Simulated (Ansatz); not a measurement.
TiS$_{2}$, DFT, LDA, all-electron LAPW, scalar-relativistic (Ansatz 0.2.0), run on 1 thread of Arm Neoverse V1 on a shared host.

The geometry is COD entry 1537865, unchecked; take it as a test cell. It is an old determination, and later ones may differ.

Command: `ansatz run input.yaml --threads 1 --pin off --max-ram 4096MiB --backend cpu --events-out ev --progress --plain --runs-dir out`

```yaml
crystal:
  lattice:
    - [3.4120005726, 0.0, 0.0]
    - [-1.7060002863, 2.9548791736, 0.0]
    - [0.0, 0.0, 5.695]
  atoms:
    - { symbol: Ti, position: [0.0, 0.0, 0.0] }
    - { symbol: S, position: [0.3333333333, 0.6666666667, 0.25] }
    - { symbol: S, position: [0.6666666667, 0.3333333333, 0.75] }
kpoints:
  mp_grid: { grid: [12, 12, 7] }
  band_path:
    path:
      - [0.0, 0.0, 0.0]
      - [0.5, 0.0, 0.0]
      - [0.3333333333, 0.3333333333, 0.0]
      - [0.0, 0.0, 0.0]
      - [0.0, 0.0, 0.5]
      - [0.5, 0.0, 0.5]
      - [0.3333333333, 0.3333333333, 0.5]
      - [0.0, 0.0, 0.5]
      - [0.5, 0.0, 0.5]
    npoints: 14
scf:
  occupations: { method: fermi_dirac, width: 0.05 }
hamiltonian:
  xc: lda
  pseudopotentials: { kind: all_electron, lapw: { basis_error: 0.001 } }
output:
  forces: true
  stress: true
  eigenvalues: true
  populations: true
  dos: { projected: true, de: 0.2, e_range: [-14, 8] }
```

(1) How large is the problem that the program sets up?

(2) Estimate the wall time and the peak memory.

(3) And the same cell and mesh by PAW (frozen-core files), asked for forces, stress, eigenvalues, efg, populations, bader, dos, write_density, write_potential, elf and the same band path, on the same hardware?

(4) And the same cell and mesh by all-electron PAW (datasets made for this crystal), asked for forces, stress, eigenvalues, efg and the same band path, on the same hardware?

Answers

(1) 112 irreducible k-points, 549 plane waves at Γ, 24 bands.

(2) 58 s of wall time for 9 SCF iterations, with a peak of 0.54 GiB. Times on shared machines scatter by tens of per cent.

(3) 32 s, peak memory 0.39 GiB.

(4) 43 s, peak memory 0.72 GiB.
